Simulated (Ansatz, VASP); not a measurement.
Cu in VASP and in Ansatz

```xyz
4
Lattice="2.5138 0.0000 0.0000 -1.2569 2.1770 0.0000 0.0000 0.0000 8.2064" Properties=species:S:1:pos:R:3 pbc="T T T"
Cu    1.2569    0.7257    6.1548
Cu    0.0000    0.0000    4.1032
Cu    0.0000    1.4513    2.0516
Cu    0.0000    0.0000    0.0000
```

This isn't the form of Cu at room conditions, which is fcc.

Alike in both runs: task single point; functional PBEsol; k mesh 12 × 12 × 4; occupations fermi-dirac, width 0.05 eV; no spin polarisation.

|  | VASP | Ansatz |
| --- | --- | --- |
| version | VASP 6.6.1 | Ansatz 0.2.0 |
| potentials or method | VASP PAW PBE potentials, release 64 (Cu) | Ansatz PAW |
| plane-wave cutoff (eV) | 520 | 420 |
| valence electrons in the cell | 44 | 76 |

Ansatz gave:

* gap on the k mesh at the Fermi level (eV): none
* pressure (GPa): 1.5
* largest component of the traceless stress (GPa): 0.32

Which values does VASP return?

gap on the k mesh at the Fermi level (eV): none; pressure (GPa): 2.2; largest component of the traceless stress (GPa): 0.34.

A gap of «none» marks a metal or a gap that the smearing closes. The two sets of potentials don't hold the same shells in valence.

Caveats: the PAW data sets were made with another functional, which shifts forces and pressure a little (VASP); the PAW data sets come from PBE, with cores solved anew for the run's functional, which leaves a small shift of forces and pressure (Ansatz).
